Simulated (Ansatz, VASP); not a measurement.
Two plane-wave programs on NaI

File INCAR:

```
SYSTEM = NaI
PREC = Accurate
ENCUT = 520
EDIFF = 1E-6
ISMEAR = 0
SIGMA = 0.05
LREAL = .FALSE.
LASPH = .TRUE.
NELM = 100
ALGO = Normal
ISIF = 2
LWAVE = .FALSE.
LCHARG = .TRUE.
LELF = .TRUE.
LVHAR = .TRUE.
NBANDS = 22
```

File KPOINTS:

```
Automatic mesh
0
G
  6 6 4
  0 0 0
```

POSCAR

```
NaI
1.0
    4.6222093067      0.0000000000      0.0000000000
    0.0000000000      4.2697016003      0.0000000000
    0.0000000000      0.0000000000      7.7983840000
Na I
2 2
Direct
    0.2857013280      0.5000000000      0.2429042317
    0.7857013280      0.5000000000      0.6928422317
    0.2500000000      0.0000000000      0.7424270000
    0.7500000000      0.0000000000      0.2575730000
```

Input for Ansatz:

```yaml
crystal:
  lattice:
    - [4.6222093067, 0.0, 0.0]
    - [0.0, 4.2697016003, 0.0]
    - [0.0, 0.0, 7.798384]
  atoms:
    - { symbol: Na, position: [0.285701328, 0.5, 0.2429042317] }
    - { symbol: Na, position: [0.785701328, 0.5, 0.6928422317] }
    - { symbol: I, position: [0.25, 0.0, 0.742427] }
    - { symbol: I, position: [0.75, 0.0, 0.257573] }
basis:
  ecutwfc: 420
kpoints:
  mp_grid: { grid: [6, 6, 4] }
hamiltonian:
  xc: lda
scf:
  occupations: { method: gaussian, width: 0.05 }
output:
  forces: true
  stress: true
  eigenvalues: true
```

Change from the starting cell: all Na atoms moved -0.300 Å, as atom 1 towards its neighbour atom 2 (Na) at 4.202 Å.

Alike in both runs: task single point; functional LDA; k mesh 6 × 6 × 4; occupations gaussian, width 0.05 eV; no spin polarisation.

```csv
,VASP,Ansatz
version,VASP 6.6.1,Ansatz 0.2.0
potentials or method,"VASP PAW LDA potentials, release 64 (Na_pv, I)","scalar-relativistic, plane waves, PAW"
plane-wave cutoff (eV),520,420
valence electrons in the cell,28,52
```

```csv
,VASP,Ansatz,Ansatz less VASP
gap on the k mesh at the Fermi level (eV),2.47,2.46,-0.009
least direct gap on the mesh (eV),2.70,2.69,-0.010
pressure (GPa),-1.3,-1.4,-0.02
largest component of the traceless stress (GPa),0.41,0.43,+0.017
rms of the force components (eV/Å),0.113,0.112,-0.0016
```

Atom by atom the forces differ by 0.002 eV/Å (rms over components). The two sets of potentials don't hold the same shells in valence.

Caveats: spin-orbit coupling is left out, which moves the levels of the heavy elements. A k mesh can miss the band edges.
